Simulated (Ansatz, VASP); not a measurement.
This is a calculation of HgTe (Coloradoite) for VASP 6.6.1. 

Contents of INCAR:

```
SYSTEM = HgTe
ALGO = Normal
EDIFF = 1E-6
EDIFFG = -0.01
ENCUT = 600
GGA = PE
IBRION = 2
ISIF = 3
ISMEAR = -1
IVDW = 12
LASPH = .True.
LCHARG = .False.
LREAL = .False.
LWAVE = .False.
NELM = 80
NSW = 60
PREC = Accurate
SIGMA = 0.05
```

The input KPOINTS:

```
k-points
0
Gamma
  7 7 7
  0 0 0
```

POSCAR

```
HgTe
1.0
    0.0000000000      3.2145000000      3.2145000000
    3.2145000000      0.0000000000      3.2145000000
    3.2145000000      3.2145000000      0.0000000000
Hg Te
1 1
Direct
    0.0000000000      0.0000000000      0.0000000000
    0.7500000000      0.7500000000      0.7500000000
```

Potentials or basis: VASP PAW PBE potentials, release 64 (Hg, Te).

The run is started by

```console
$ cat potpaw_PBE.64/Hg/POTCAR potpaw_PBE.64/Te/POTCAR > POTCAR
$ mpirun -np 1 vasp_std > vasp.out
```

Task: Set up the same calculation for Ansatz 0.2.0. Potentials or basis there: Ansatz PAW, cutoff 420 eV.

Result: As run (cutoffs and basis follow the program's own potentials, and thresholds, step limits or extra output files can differ):

File input.yaml:

```yaml
crystal:
  lattice:
    - [0.0, 3.2145, 3.2145]
    - [3.2145, 0.0, 3.2145]
    - [3.2145, 3.2145, 0.0]
  atoms:
    - { symbol: Hg, position: [0.0, 0.0, 0.0] }
    - { symbol: Te, position: [0.75, 0.75, 0.75] }
hamiltonian:
  xc: pbe
  pseudopotentials: { kind: paw }
  dispersion: d3bj
kpoints:
  mp_grid: { grid: [7, 7, 7] }
scf:
  occupations: { method: fermi_dirac, width: 0.05 }
output:
  forces: true
  stress: true
relax:
  f_tol: 0.01
  max_steps: 40
  cell: { stress_tol: 0.05 }
```

Potentials or basis: Ansatz PAW.

Command:

```bash
$ ansatz run input.yaml --threads 2 --pin off --max-ram 5120MiB --backend cpu --events-out ev --progress --plain --runs-dir out
```

Both were run:

|  | VASP | Ansatz |
| --- | --- | --- |
| Relaxed volume | 35.14 Å³/atom | 35.08 Å³/atom |
| Relaxed cell | a = 4.632 Å, b = 4.632 Å, c = 4.632 Å, α = 60.00°, β = 60.00°, γ = 60.00° | a = 4.629 Å, b = 4.629 Å, c = 4.629 Å, α = 60.00°, β = 60.00°, γ = 60.00° |
| Space group after relaxing | F-43m (No. 216) | F-43m (No. 216) |
| Pressure after relaxing | 0.0 GPa | 0.0 GPa |

Ansatz's pressure holds a Pulay term of +0.03 GPa for its cutoff of 420 eV, which the other run lacks.

The potentials hold 18 and 36 valence electrons a cell.

Where Ansatz's input types no cutoff or centring, it takes its own default and a Γ-centred mesh.

Pressure is positive in compression.
